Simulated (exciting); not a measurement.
# AgI: the Ag L₃ edge from the Bethe–Salpeter equation, part 3 of 3

How far do the exchange and direct terms reshape the Ag L₃ edge of AgI?

exciting sodium; X-ray absorption, core-level Bethe-Salpeter equation, exchange and statically screened direct term, Tamm-Dancoff, all-electron LAPW+lo PBE.

So far. Step 6 (Exchange alone): Maxima (height): 14.1 eV (0.95) and 19.9 eV (1.08). The spectrum is that of the independent-particle run within 1 %. Step 7 (Another input): The input has a fault: far too few empty states in the screening. Against the singlet run the r.m.s. difference is 10 %. The highest maximum lies at 6.9 eV (1.05), against 8.4 eV (1.00). The first bright state moves from 0.00 to -0.36 eV. Too few states underscreen, so the attraction is too strong.

The database entry behind the starting cell differs from later determinations by our own check (about 0.3 % short), so it need not match the best structure at ambient conditions.

## (8) Coarser mesh

Changed against the first singlet run: k mesh from 4×4×4 to 2×2×2.

Input file input.xml:

```
<input>
  <title>AgI</title>
  <structure speciespath="." autormt="false" epslat="1.0e-5">
    <crystal>
      <basevect>0.0000000000 6.1160986012 6.1160986012</basevect>
      <basevect>6.1160986012 0.0000000000 6.1160986012</basevect>
      <basevect>6.1160986012 6.1160986012 0.0000000000</basevect>
    </crystal>
    <species speciesfile="I.xml" rmt="2.300">
      <atom coord="0.7500000000 0.7500000000 0.7500000000"/>
    </species>
    <species speciesfile="Ag.xml" rmt="2.300">
      <atom coord="0.0000000000 0.0000000000 0.0000000000"/>
    </species>
  </structure>
  <groundstate do="skip" xctype="GGA_PBE" ngridk="4 4 4" rgkmax="7" gmaxvr="14" nempty="8" swidth="0.001" maxscl="100" epsengy="1e-5"/>
  <xs xstype="BSE" ngridk="2 2 2" ngridq="2 2 2" vkloff="0.097 0.273 0.493" rgkmax="7" nempty="29" gqmax="3" lmaxapwwf="5" lmaxemat="3" broad="0.04410" tevout="true">
    <energywindow intv="120.271 121.888" points="439"/>
    <screening screentype="full" nempty="50"/>
    <BSE xas="true" xasspecies="2" xasatom="1" xasedge="L3" bsetype="singlet" nstlxas="1 25"/>
    <qpointset>
      <qpoint>0 0 0</qpoint>
    </qpointset>
    <plan>
      <doonly task="xsgeneigvec"/>
      <doonly task="writepmatxs"/>
      <doonly task="scrgeneigvec"/>
      <doonly task="scrwritepmat"/>
      <doonly task="screen"/>
      <doonly task="scrcoulint"/>
    </plan>
  </xs>
</input>
```

Input file input.xml for the exchange start (cutoff and plan only):

```
  gqmax="2"
  <plan>
    <doonly task="exccoulint"/>
  </plan>
```

Input file input.xml for the last start (plan only):

```
  <plan>
    <doonly task="bse"/>
  </plan>
```

Run with:

```sh
> OMP_NUM_THREADS=1 mpirun -n 4 exciting
> OMP_NUM_THREADS=1 mpirun -n 4 exciting
> OMP_NUM_THREADS=4 exciting
```

Numbers of over 12 decimals in the logs are rounded to 6 here.

Log:

```text
| EXCITING SODIUM started for task xsgeneigvec ( 301)                          =
One-shot GS runs for BSE calculations
One-shot GS runs for k+qmt/2 grids
Info(xsgeneigvec): Generating eigenvectors for Q-point      1
Info(xsgeneigvec): Generation of eigenvectors finished
| EXCITING SODIUM started for task writepmatxs ( 320)                          =
Info(writepmatxs): Momentum matrix elements finished
| EXCITING SODIUM started for task scrgeneigvec ( 401)                         =
One-shot GS runs for BSE calculations
One-shot GS runs for k+qmt/2 grids
[...]
Info(setup_bse_block): Setting up RR part of hamiltonian
Info(setup_bse_block): Singlet spin state
Info(bse): Diagonalizing RR Hamiltonian (TDA)
Info(bse): Invoking Lapack routine ZHEEVR
       800 eigen solutions found in the interval:
         i1=       1 i2=     800
Info(bse): Writing excition energies and oscillator strengths to text file.
Info(makespectrum_dist): Making spectrum using formula for coupling with time reversed AR basis.
Info(makespectrum_dist): Using formalism for vanishing momentum transfer.
Info(writederived): Writing quantities derived from the macroscopic dielectric function.
Info(bselauncher): Spectrum finished for iqmt=  1
Info(bselauncher): All done for BSE type singlet
```

Wall time 75 s (4 MPI ranks of Arm Neoverse V2, shared host).

These settings are cheaper. The spectrum differs from the singlet run by 3 % r.m.s. The highest maximum lies at 7.8 eV (1.00), against 8.4 eV (1.00). The first bright state moves from 0.00 to 0.10 eV. The lowest bare transition of this run lies at 1.39 eV, against 0.54. A coarse mesh samples few band energies, and it inflates the long-range part of the attraction.

```csv
E (eV),first run,this run
-9.0,0.03,0.03
-8.0,0.03,0.03
-7.0,0.04,0.04
-6.0,0.05,0.05
-5.0,0.06,0.06
-4.0,0.07,0.07
-3.0,0.09,0.09
-2.0,0.13,0.13
-1.0,0.21,0.22
0.0,0.35,0.37
1.0,0.58,0.59
2.0,0.82,0.78
3.0,0.84,0.82
4.0,0.87,0.88
5.0,0.88,0.92
6.0,0.92,0.96
7.0,0.99,0.98
8.0,1.00,0.99
9.0,0.99,0.95
10.0,0.96,0.94
11.0,0.92,0.93
12.0,0.93,0.93
13.0,0.94,0.90
14.0,0.90,0.93
15.0,0.88,0.90
16.0,0.86,0.88
17.0,0.88,0.91
18.0,0.90,0.90
19.0,0.87,0.83
20.0,0.78,0.80
21.0,0.70,0.70
```

## (9) The levels of theory side by side

```csv
level,curve passes 0.15 (eV),highest maximum (eV),its height
IP,0.2,19.9,1.08
RPA,0.2,19.9,1.08
singlet,-1.6,8.4,1.00
```

```csv
E (eV),IP,RPA,singlet
-9.0,0.02,0.02,0.03
-8.0,0.02,0.02,0.03
-7.0,0.03,0.03,0.04
-6.0,0.03,0.03,0.05
-5.0,0.04,0.04,0.06
-4.0,0.04,0.04,0.07
-3.0,0.05,0.05,0.09
-2.0,0.07,0.07,0.13
-1.0,0.09,0.09,0.21
0.0,0.14,0.14,0.35
1.0,0.23,0.23,0.58
2.0,0.40,0.40,0.82
3.0,0.55,0.55,0.84
4.0,0.63,0.63,0.87
5.0,0.68,0.68,0.88
6.0,0.70,0.70,0.92
7.0,0.76,0.76,0.99
8.0,0.82,0.82,1.00
9.0,0.86,0.86,0.99
10.0,0.88,0.88,0.96
11.0,0.89,0.89,0.92
12.0,0.89,0.89,0.93
13.0,0.92,0.92,0.94
14.0,0.95,0.95,0.90
15.0,0.94,0.94,0.88
16.0,0.93,0.93,0.86
17.0,0.93,0.93,0.88
18.0,0.98,0.98,0.90
19.0,1.05,1.05,0.87
20.0,1.08,1.08,0.78
21.0,1.02,1.02,0.70
```

## (10) Outcome

```yaml
absorber_and_edge: Ag L₃, atom 2
surroundings: 4 I at 2.80 Å (tetrahedral, site symmetry -43m)
first_bright_state: 0.00 eV from the Kohn–Sham onset, on this mesh
highest_maximum: 8.4 eV
cost_of_the_bse_run: 15 min on 4 MPI ranks of Arm Neoverse V2, shared host; the last task ran on as many threads
```

Is a core exciton bound? Undecided on this mesh: the first bright state (over 5 % of the brightest) lies at 0.00 eV from the Kohn–Sham onset and at -0.54 eV from the lowest bare transition of its own mesh. Exchange alone changes the independent-particle spectrum by 0.0 % r.m.s. A mesh of 64 points doesn't converge binding energies, and fine structure above the first lines is partly noise of the mesh. The kernel cutoff is low for a compact core orbital, so the effect of exchange is a lower bound. The zero comes from the unshifted 4×4×4 ground-state mesh; it is exact only where the band minimum lies on that mesh. The conduction states carry no spin here, so the exchange coupling to the spinor core hole is only partly held. This core level is treated alone, with no coupling to its spin–orbit partner. The Kohn–Sham onset, 3285 eV, is no photon energy (tabulated edge of the element: 3351 eV): the scale needs a rigid shift. Bands and screening come from semilocal DFT, whose small gap overscreens. Vibrations and energy-dependent lifetimes are left out. The structure is a published determination, not relaxed.

[Banner, clock and machine lines of the logs are left out without a mark of their own.]

[Logs are printed without paths, hosts, clocks, repeated set-up lines and the standing remarks that a program may print on its own settings, such as how far it seeks lower states.]

[Hosts, paths, dates, database ids (printed as entryN), source tags and the programs' standing remarks are cut or masked in the printed files.]
